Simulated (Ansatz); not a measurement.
Set up this calculation in Ansatz 0.2.0, as the native input.

* Task: single point
* Functional: PBE
* Potentials or basis: Ansatz PAW
* Cutoff: 420 eV (not typed: the program's choice for these potentials)
* k mesh: 9 × 9 × 9
* Occupations: gaussian, width 0.029 eV
* Spin: no spin polarisation

The system is ZnS.

```
Zn S
1.0
     0.00000    2.70200    2.70200
     2.70200    0.00000    2.70200
     2.70200    2.70200    0.00000
Zn S
1 1
Direct
  0.75000 0.75000 0.75000
  0.00000 0.00000 0.00000
```

The input as run:

input.yaml

```yaml
crystal:
  lattice:
    - [0.0, 2.702, 2.702]
    - [2.702, 0.0, 2.702]
    - [2.702, 2.702, 0.0]
  atoms:
    - { symbol: Zn, position: [0.75, 0.75, 0.75] }
    - { symbol: S, position: [0.0, 0.0, 0.0] }
hamiltonian:
  xc: pbe
  pseudopotentials: { kind: paw }
kpoints:
  mp_grid: { grid: [9, 9, 9] }
scf:
  occupations: { method: gaussian, width: 0.029 }
output:
  forces: true
  stress: true
  eigenvalues: true
  write_density: true
  write_potential: true
  elf: true
  volumetric_format: npy
```

Potentials or basis: Ansatz PAW.

Command:

```bash
$ ansatz run input.yaml --threads 2 --pin off --max-ram 5632MiB --backend cpu --events-out ev --progress --plain --runs-dir out
```

Results of the run:

```yaml
Pressure: 1.6 GPa
Band_gap_on_the_k_mesh: 2.11 eV, direct
```

Caveat: odd divisions of the mesh miss points on the zone boundary, where band edges often lie, so the gap on the mesh can be too wide.

Run time: 1.9 s on 2 threads of Intel(R) Xeon(R) Processor @ 2.70GHz, on a shared host, peak memory 0.34 GiB.
